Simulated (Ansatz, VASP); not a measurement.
## SrTe: VASP beside Ansatz

```xyz
2
Lattice="0.0000 3.3593 3.3593 3.3593 0.0000 3.3593 3.3593 3.3593 0.0000" Properties=species:S:1:pos:R:3 pbc="T T T"
Sr    0.0000    0.0000    0.0000
Te    3.3593    3.3593    3.3593
```

Alike in both runs: functional PBE; k mesh 8 × 8 × 8; occupations gaussian, width 0.02 eV; no spin polarisation.

Ansatz relaxed the structure, and its values are those at the end. VASP's run is a single point on that final structure, the one shown.

|  | VASP | Ansatz |
| --- | --- | --- |
| version | VASP 6.6.1 | Ansatz 0.2.0 |
| potentials or method | VASP PAW PBE potentials, release 64 (Sr_sv, Te) | scalar-relativistic, plane waves, PAW |
| plane-wave cutoff (eV) | 520 | 420 |
| valence electrons in the cell | 16 | 26 |

Ansatz gave:

```
gap on the k mesh at the Fermi level (eV) : 1.78
least direct gap on the mesh (eV)         : 2.50
pressure (GPa)                            : 0.0
```

Task: Which values does VASP return?

Result: gap on the k mesh at the Fermi level (eV): 1.76; least direct gap on the mesh (eV): 2.48; pressure (GPa): 0.1.

The functional is the same, so the differences come from potentials, cutoffs and numerics. The two sets of potentials don't hold the same shells in valence.

Caveats: spin-orbit coupling is left out, which moves the levels of the heavy elements. A hybrid or GW would open this gap; PBE tends to underestimate it. A k mesh can miss the band edges.
